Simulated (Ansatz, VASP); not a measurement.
# C63N (substitutional N in diamond): VASP beside Ansatz, part 2 of 3

One calculation is typed for both programs; each brings its own data sets. How far apart do they land? Of the first pair: The structure shown is the start of the Ansatz relaxation below; VASP solves that cell, so the two are compared at the walk's first step.

VASP 6.6.1 and Ansatz 0.2.0.

So far: The structure; Ansatz: relaxation, PBE.

### 3. VASP: single point, PBE, start cell, pair 1

Level of this step: PBE; plane waves and PAW (C, N) (VASP).

The same cell, functional, mesh and smearing now go to VASP, with its own data sets.

Lines of VASP's logs that name or quote its potential files are left out, and so is its time.

Input file INCAR:

```
SYSTEM = C63N
PREC = Accurate
ENCUT = 520
EDIFF = 1E-06
NELM = 120
ISMEAR = -1
SIGMA = 0.01
LREAL = Auto
ALGO = Normal
GGA = PE
NELECT = 256
NBANDS = 176
LORBIT = 11
LWAVE = .FALSE.
LCHARG = .FALSE.
ISIF = 2
ISYM = 0
LASPH = .TRUE.
GGA_COMPAT = .FALSE.
EFERMI = MIDGAP
NCORE = 2
```

Input file POSCAR:

```
C63N
1.0
    7.1407126096      0.0000000000      0.0000000000
    0.0000000000      7.1407126096      0.0000000000
    0.0000000000      0.0000000000      7.1407126096
C N
63 1
Direct
    0.0025517061      0.0002638392      0.2488758612
    0.0005430831      0.2526187649      0.9991680102
    0.2524043605      0.0011194961      0.0009001903
    0.2479527040      0.2482680787      0.2508087215
    0.1253386110      0.1276981794      0.3756707694
    0.1249189050      0.3723374886      0.1241346695
    0.3733653972      0.1246273374      0.1272436029
    0.0013474846      0.9977652090      0.7510170614
    0.9993364808      0.2517600271      0.5020752404
    0.2496683591      0.9994305890      0.5027222346
    0.2493548050      0.2479028490      0.7517407986
    0.1229902459      0.1246201953      0.8730865308
    0.1257199455      0.3765079407      0.6227522718
    0.3753364890      0.1245849047      0.6222506412
    0.3740315772      0.3747565749      0.8723832397
    0.9977426623      0.4984016575      0.2495592663
    0.0003424028      0.7509449397      0.9973856951
    0.2488157831      0.5024732399      0.9994294687
    0.2481643075      0.7519787301      0.2492518741
    0.1249627381      0.6222643653      0.3744004480
    0.1260606678      0.8761237627      0.1273360307
    0.3728034085      0.6256847523      0.1265971689
    0.3777814831      0.8753190811      0.3749190237
    0.0003003902      0.4976962657      0.7515644857
    0.0006360710      0.7478417480      0.5016678581
    0.2474573753      0.4997781307      0.5011536237
    0.2514267270      0.7499307552      0.7475907927
    0.1256875958      0.6270395190      0.8767923234
    0.1243011795      0.8730977342      0.6230666662
    0.3731021182      0.6261907242      0.6233191620
    0.3748952165      0.8734231919      0.8726875511
    0.5010656773      0.0005031711      0.2525409015
    0.4994742395      0.2472632770      0.9997189356
    0.7524009568      0.0003774133      0.0013920179
    0.7503274943      0.2514167840      0.2476062400
    0.6277419699      0.1248745117      0.3755571953
    0.6235173215      0.3773756412      0.1249441126
    0.8763719172      0.1257118230      0.1226642281
    0.8770759086      0.3762415808      0.3735879240
    0.5011235146      0.9987567067      0.7477557622
    0.4996904644      0.2505646282      0.4972741789
    0.7521995764      0.9993546863      0.4983905941
    0.7515268144      0.2486040396      0.7481120292
    0.6268157318      0.1231179643      0.8760029064
    0.6224511814      0.3745813823      0.6239168615
    0.8758975948      0.1275452535      0.6257486114
    0.8773368069      0.3748271561      0.8765342260
    0.4985297959      0.5002147818      0.2476257058
    0.4975737289      0.7495088085      0.9986897666
    0.7522058783      0.4984354076      0.0007286388
    0.7475612438      0.7509886328      0.2509589866
    0.6268169922      0.6243245239      0.3770216150
    0.6224831110      0.8737721767      0.1249515348
    0.8740479195      0.6224640653      0.1257122432
    0.8775652155      0.8739092779      0.3752730500
    0.4995735293      0.4973192725      0.7506902032
    0.5022794217      0.7493117694      0.4985250345
    0.7508866822      0.4975716283      0.4989224738
    0.7490228626      0.7525576639      0.7494100789
    0.6226094289      0.6250286553      0.8735408272
    0.6257998668      0.8768564627      0.6230613446
    0.8730522205      0.6257778802      0.6268562040
    0.8754445588      0.8735934830      0.8726190705
    0.4019028852      0.3983542197      0.3991035847
```

Input file KPOINTS:

```
Points of the shifted mesh
1
Reciprocal
 0.2500000000  0.2500000000  0.2500000000 1
```

Potentials, in the order of the species: C and N (PBE family, release 64).

Run with:

```
> mpirun -np 8 vasp_std
```

Numbers of over 12 decimals in the logs are rounded to 6 here.

The log of the run:

```text
[banner, memory and clock lines left out]
running    8 mpi-ranks, on    1 nodes
[...]
LDA part: xc-table for (Slater+PW92), standard interpolation
 POSCAR, INCAR and KPOINTS ok, starting setup
[...]
entering main loop
       N       E                     dE             d eps       ncg     rms          rms(c)
DAV:   1     0.795499529870E+03    0.79550E+03   -0.13675E+05   352   0.144E+03
DAV:   2    -0.541943938831E+03   -0.13374E+04   -0.12692E+04   440   0.283E+02
DAV:   3    -0.606961626707E+03   -0.65018E+02   -0.64483E+02   440   0.599E+01
DAV:   4    -0.608115614020E+03   -0.11540E+01   -0.11498E+01   448   0.810E+00
DAV:   5    -0.608142949513E+03   -0.27335E-01   -0.27287E-01   440   0.122E+00BRMIX: very serious problems
 the old and the new charge density differ
 old charge density:   257.00000 new  256.00000
    0.312E+01
DAV:   6    -0.593035280566E+03    0.15108E+02   -0.10664E+01   416   0.870E+00    0.185E+01
DAV:   7    -0.588168829089E+03    0.48665E+01   -0.14784E+01   416   0.898E+00    0.461E+00
DAV:   8    -0.588196308914E+03   -0.27480E-01   -0.67008E-01   416   0.239E+00    0.191E+00
DAV:   9    -0.588207613245E+03   -0.11304E-01   -0.12135E-01   432   0.875E-01    0.400E-01
[...]
DAV:  13    -0.588206215658E+03   -0.35150E-04   -0.37775E-05   432   0.181E-02    0.106E-02
DAV:  14    -0.588206223152E+03   -0.74940E-05   -0.93839E-06   416   0.854E-03    0.394E-03
DAV:  15    -0.588206222655E+03    0.49756E-06   -0.46506E-07   248   0.201E-03
   1 F= -.58820622E+03 E0= -.58820622E+03  d E =0.000000E+00
```

From OUTCAR (step 3):

```text
  Total      -10.4765264    -10.3502230    -10.4647436     -3.5935497     -3.5936176     -3.6641922
  in kB      -46.1002448    -45.5444672    -46.0483966    -15.8128290    -15.8131278    -16.1236800
  external PRESSURE =     -45.8977029 kB  Pullay stress =       0.0000000 kB

 POSITION                                       TOTAL-FORCE (eV/Angst)
 -----------------------------------------------------------------------------------
      0.01822      0.00188      1.77715        -0.607515      0.196011      0.058815
      0.00388      1.80388      7.13477        -0.046363     -1.598365     -0.145994
      1.80235      0.00799      0.00643        -1.164972     -0.497589     -0.402527
      1.77056      1.77281      1.79095        -0.433666     -0.427838     -1.146545
      0.89501      0.91186      2.68256         0.427145     -0.216935      0.964279
      0.89201      2.65875      0.88641         0.574417      1.535723      0.766840
      2.66609      0.88993      0.90861         1.277822      0.616362      0.274360
      0.00962      7.12475      5.36280        -0.517139      0.456699     -0.725688
      7.13597      1.79775      3.58518         0.206728     -0.186496     -0.914036
      1.78281      7.13665      3.58979         0.185352     -0.054297     -1.168952
      1.78057      1.77020      5.36796         0.132382      0.559450     -1.154976
      0.87824      0.88988      6.23446         0.848413     -0.077905      0.791142
      0.89773      2.68853      4.44689        -0.052221     -1.174841      0.925229
      2.68017      0.88962      4.44331        -0.651011      0.304058      0.709086
[...]
-----------------------------------------------------------------------------------
    total drift:                               -0.016051     -0.015530     -0.014867

  FREE ENERGIE OF THE ION-ELECTRON SYSTEM (eV)
  ---------------------------------------------------
  free  energy   TOTEN  =      -588.2062226549 eV

  energy  without entropy=     -588.2062226549  energy(sigma->0) =     -588.20622265

[... 2 further parts left out ...]
```

The run ends at a pressure of -4.59 GPa, with forces up to 8.5 eV/Å.

### 4. Comparison

Known differences besides the potentials themselves: the cutoff is 300 eV in Ansatz and 520 eV in VASP (PREC = Accurate, projectors in real space); Ansatz's log warns that its cutoff lies below the recommended one. Total energies have different zeros and are not compared.

Forces on 7 of the 64 atoms, those with the largest forces and the largest differences (eV/Å; atoms numbered as in POSCAR):

| atom | Ansatz x, y, z | VASP x, y, z |
| --- | --- | --- |
| C2 | -0.037, -1.632, -0.149 | -0.046, -1.598, -0.146 |
| C6 | 0.582, 1.571, 0.772 | 0.574, 1.536, 0.767 |
| C26 | 1.631, 1.647, 0.764 | 1.633, 1.597, 0.743 |
| C41 | 1.893, -0.003, 2.158 | 1.827, 0.081, 2.083 |
| C45 | 1.757, -0.461, 0.952 | 1.717, -0.446, 0.938 |
| C48 | 1.905, 1.769, 1.367 | 1.837, 1.688, 1.390 |
| N64 | -5.725, -4.066, -4.929 | -5.654, -4.084, -4.908 |

The forces differ by 27 meV/Å r.m.s., which is 3.0 % of the r.m.s. force of 0.909 eV/Å (both taken over all components). The cell carries a charge of +1 e against a uniform background, so its pressure also hangs on how the neutralising background is counted, and in a defect's cell a gap may be the spacing between its levels.

### 5. Ansatz: relaxation, PBE

The two programs are compared at the cell with which this relaxation starts, whose forces are those of its first step.

The structure compared here is the start of the Ansatz relaxation; VASP solves that cell, so the two are compared at the walk's first step.

Input file input.yaml:

```yaml
relax:
  f_tol: 0.02
  max_steps: 80
  random_displacement: { amplitude: 0.02, seed: 527 }
crystal:
  lattice:
    - [7.14071261, 0.0, 0.0]
    - [0.0, 7.14071261, 0.0]
    - [0.0, 0.0, 7.14071261]
  atoms:
    - { symbol: C, position: [0.0, 0.0, 0.25] }
    - { symbol: C, position: [0.0, 0.25, 0.0] }
    - { symbol: C, position: [0.25, 0.0, 0.0] }
    - { symbol: C, position: [0.25, 0.25, 0.25] }
    - { symbol: C, position: [0.125, 0.125, 0.375] }
    - { symbol: C, position: [0.125, 0.375, 0.125] }
    - { symbol: C, position: [0.375, 0.125, 0.125] }
    - { symbol: "N", position: [0.399255282, 0.399255282, 0.399255282] }
    - { symbol: C, position: [0.0, 0.0, 0.75] }
    - { symbol: C, position: [0.0, 0.25, 0.5] }
    - { symbol: C, position: [0.25, 0.0, 0.5] }
    - { symbol: C, position: [0.25, 0.25, 0.75] }
    - { symbol: C, position: [0.125, 0.125, 0.875] }
    - { symbol: C, position: [0.125, 0.375, 0.625] }
    - { symbol: C, position: [0.375, 0.125, 0.625] }
    - { symbol: C, position: [0.375, 0.375, 0.875] }
    - { symbol: C, position: [0.0, 0.5, 0.25] }
    - { symbol: C, position: [0.0, 0.75, 0.0] }
    - { symbol: C, position: [0.25, 0.5, 0.0] }
    - { symbol: C, position: [0.25, 0.75, 0.25] }
    - { symbol: C, position: [0.125, 0.625, 0.375] }
    - { symbol: C, position: [0.125, 0.875, 0.125] }
    - { symbol: C, position: [0.375, 0.625, 0.125] }
    - { symbol: C, position: [0.375, 0.875, 0.375] }
    - { symbol: C, position: [0.0, 0.5, 0.75] }
    - { symbol: C, position: [0.0, 0.75, 0.5] }
    - { symbol: C, position: [0.25, 0.5, 0.5] }
    - { symbol: C, position: [0.25, 0.75, 0.75] }
    - { symbol: C, position: [0.125, 0.625, 0.875] }
    - { symbol: C, position: [0.125, 0.875, 0.625] }
    - { symbol: C, position: [0.375, 0.625, 0.625] }
    - { symbol: C, position: [0.375, 0.875, 0.875] }
    - { symbol: C, position: [0.5, 0.0, 0.25] }
    - { symbol: C, position: [0.5, 0.25, 0.0] }
    - { symbol: C, position: [0.75, 0.0, 0.0] }
    - { symbol: C, position: [0.75, 0.25, 0.25] }
    - { symbol: C, position: [0.625, 0.125, 0.375] }
    - { symbol: C, position: [0.625, 0.375, 0.125] }
    - { symbol: C, position: [0.875, 0.125, 0.125] }
    - { symbol: C, position: [0.875, 0.375, 0.375] }
    - { symbol: C, position: [0.5, 0.0, 0.75] }
    - { symbol: C, position: [0.5, 0.25, 0.5] }
    - { symbol: C, position: [0.75, 0.0, 0.5] }
    - { symbol: C, position: [0.75, 0.25, 0.75] }
    - { symbol: C, position: [0.625, 0.125, 0.875] }
    - { symbol: C, position: [0.625, 0.375, 0.625] }
    - { symbol: C, position: [0.875, 0.125, 0.625] }
    - { symbol: C, position: [0.875, 0.375, 0.875] }
    - { symbol: C, position: [0.5, 0.5, 0.25] }
    - { symbol: C, position: [0.5, 0.75, 0.0] }
    - { symbol: C, position: [0.75, 0.5, 0.0] }
    - { symbol: C, position: [0.75, 0.75, 0.25] }
    - { symbol: C, position: [0.625, 0.625, 0.375] }
    - { symbol: C, position: [0.625, 0.875, 0.125] }
    - { symbol: C, position: [0.875, 0.625, 0.125] }
    - { symbol: C, position: [0.875, 0.875, 0.375] }
    - { symbol: C, position: [0.5, 0.5, 0.75] }
    - { symbol: C, position: [0.5, 0.75, 0.5] }
    - { symbol: C, position: [0.75, 0.5, 0.5] }
    - { symbol: C, position: [0.75, 0.75, 0.75] }
    - { symbol: C, position: [0.625, 0.625, 0.875] }
    - { symbol: C, position: [0.625, 0.875, 0.625] }
    - { symbol: C, position: [0.875, 0.625, 0.625] }
    - { symbol: C, position: [0.875, 0.875, 0.875] }
  host:
    repeats: [2, 2, 2]
    atoms:
      - { symbol: C, position: [0.0, 0.0, 0.5] }
      - { symbol: C, position: [0.0, 0.5, 0.0] }
      # ... 6 more atoms of the perfect host
basis:
  ecutwfc: 300
  xc_grid: 2
hamiltonian:
  xc: pbe
kpoints:
  mp_grid: { grid: [1, 1, 1], shift: [0.25, 0.25, 0.25] }
magnetization:
  spin_polarized: true
  initial_magnetization: 1
  spin_locking: { lock_magnetization: hard }
scf:
  occupations: { method: fermi_dirac, width: 0.01 }
  max_iter: 120
output:
  forces: true
  charged_corrections:
    epsilon: 5.85
    static_epsilon: 5.85
    defect_position: [0.375, 0.375, 0.375]
checkpoint:
  write: "../relax1.run"
  compress: false
  write_wavefunctions: true
  write_every: 100000
```

Run with:

```
> ansatz run input.yaml --threads 2 --pin off --max-ram 3768MiB --backend cpu --events-out ev --progress --plain --runs-dir out
```

The log of the run:

```text
[...]
Crystal: 64 atoms, lattice volume = 364.103 Å³
Basis set: ecut = 300 eV, 4337 PW (Γ), exchange–correlation on 90×90×90 points (8 copies of the dense FFT grid, shifted against one another)
Bands: 193, of which v1, the nominal top of the filled ones, is band 129 counted from 1 (128 counted from 0)
Symmetry: 1 space group operations
k-points: 1
[...]
Starting moments: Σ|m| = 1 μB on 64 of 64 sites
[...]
- { symbol: C, position: [0.229340, 0.229056, 0.228953] }
    - { symbol: C, position: [0.122914, 0.122630, 0.371596] }
    - { symbol: C, position: [0.122914, 0.371699, 0.122527] }
    - { symbol: C, position: [0.371983, 0.122630, 0.122527] }
    - { symbol: N, position: [0.394195, 0.393909, 0.393807] }
    - { symbol: C, position: [0.00014639, -0.000137423, 0.748967] }
[...]
- { symbol: C, position: [0.625924, 0.625640, 0.876552] }
    - { symbol: C, position: [0.625924, 0.876654, 0.625538] }
    - { symbol: C, position: [0.876938, 0.625640, 0.625538] }
    - { symbol: C, position: [0.875513, 0.875230, 0.875127] }
```

### 6. VASP: single point, PBE, start cell, pair 2

The same cell, functional, mesh and smearing now go to VASP, with its own data sets.

Input file INCAR:

```
SYSTEM = C63N
PREC = Accurate
ENCUT = 520
EDIFF = 1E-06
NELM = 200
ISMEAR = -1
SIGMA = 0.01
LREAL = Auto
ALGO = Normal
GGA = PE
NBANDS = 176
ISPIN = 2
MAGMOM = 0.02 0.02 0.02 0.28 -0.01 -0.01 -0.01 0 0 0 0 0 0 0 0 0 0 0 0 0 0 0 0 0 0 -0 0 0 0 0 0.01 0 0 0 0 0 0 0 0 0 -0 0 0 0 0 0 0.01 -0 0 0 0 0 0 0 0.01 0 0 0 0 -0 -0 -0 0 0.15
LORBIT = 11
LWAVE = .FALSE.
LCHARG = .FALSE.
ISIF = 2
ISYM = 0
NUPDOWN = 1
LASPH = .TRUE.
GGA_COMPAT = .FALSE.
NCORE = 2
```

POSCAR is that of step 3.

KPOINTS is that of step 3.

Run with:

```
> mpirun -np 8 vasp_std
```

The log of the run:

```text
[... set-up lines as in an earlier step ...]
 entering main loop
       N       E                     dE             d eps       ncg     rms          rms(c)
DAV:   1     0.816000818944E+03    0.81600E+03   -0.13698E+05   704   0.144E+03
DAV:   2    -0.527396316589E+03   -0.13434E+04   -0.12796E+04   864   0.285E+02
DAV:   3    -0.594632183033E+03   -0.67236E+02   -0.66589E+02   880   0.605E+01
DAV:   4    -0.595889154807E+03   -0.12570E+01   -0.12522E+01   904   0.828E+00
[...]
DAV:  14    -0.575746641446E+03   -0.39057E-04   -0.21041E-05   784   0.133E-02    0.115E-02
DAV:  15    -0.575746648162E+03   -0.67166E-05   -0.60244E-06   808   0.739E-03    0.363E-03
DAV:  16    -0.575746648479E+03   -0.31650E-06   -0.73788E-07   480   0.251E-03
   1 F= -.57574665E+03 E0= -.57574665E+03  d E =-.190124E-11  mag=     1.0000
```

OUTCAR, selected parts (step 6):

```text
  FREE ENERGIE OF THE ION-ELECTRON SYSTEM (eV)
  ---------------------------------------------------
  free  energy   TOTEN  =      -575.7466484790 eV

  energy  without entropy=     -575.7466484790  energy(sigma->0) =     -575.74664848

 magnetization (x)
# of ion       s       p       d       tot
------------------------------------------
    1        0.003   0.012   0.000   0.015
    2        0.003   0.011   0.000   0.014
    3        0.003   0.010   0.000   0.013
    4        0.057   0.261   0.000   0.318
    5       -0.003  -0.008   0.000  -0.011
    6       -0.003  -0.008   0.000  -0.011
    7       -0.003  -0.009   0.000  -0.011
    8        0.000   0.001   0.000   0.001
    9        0.001   0.003   0.000   0.004
   10        0.001   0.003   0.000   0.005
   11        0.002   0.002   0.000   0.004
   12        0.000  -0.000   0.000  -0.000
   13        0.000   0.000   0.000   0.000
[...]
--------------------------------------------------
tot          0.110   0.548   0.000   0.658

[... 1 part as in an earlier step ...]
```

The run ends at a pressure of 2.73 GPa, with forces up to 5.4 eV/Å.

### 7. Differences

What differs besides the data sets and the points named for the pairs above, as far as they apply: VASP starts from the moments at which Ansatz ended. Total energies have different zeros and are not compared.

Forces on 7 of the 64 atoms, those with the largest forces and the largest differences (eV/Å; atoms numbered as in POSCAR):

| atom | Ansatz x, y, z | VASP x, y, z |
| --- | --- | --- |
| C4 | -2.930, -2.748, -3.562 | -2.940, -2.772, -3.564 |
| C13 | -0.156, -1.087, 0.915 | -0.153, -1.041, 0.863 |
| C26 | 2.185, 1.032, 0.154 | 2.181, 0.980, 0.132 |
| C41 | 1.311, 0.678, 1.580 | 1.243, 0.753, 1.504 |
| C45 | 1.660, -0.736, 0.859 | 1.621, -0.719, 0.845 |
| C48 | 1.345, 1.187, 1.969 | 1.276, 1.104, 1.985 |
| N64 | -1.481, 0.041, -0.747 | -1.403, 0.034, -0.717 |

The forces differ by 27 meV/Å r.m.s., which is 3.7 % of the r.m.s. force of 0.733 eV/Å (both taken over all components). Moments aren't recorded for both runs of this pair, so they may hold unlike magnetic states.

(Part 2 of 3 ends here.)

[Lines on the potential files, build, host, timing and source positions are cut from VASP's logs without a mark.]

[Logs are printed without paths, hosts, clocks, repeated set-up lines and the standing remarks that a program may print on its own settings, such as how far it seeks lower states.]

[Hosts, paths, dates, database ids (printed as entryN), source tags and the programs' standing remarks are cut or masked in the printed files.]
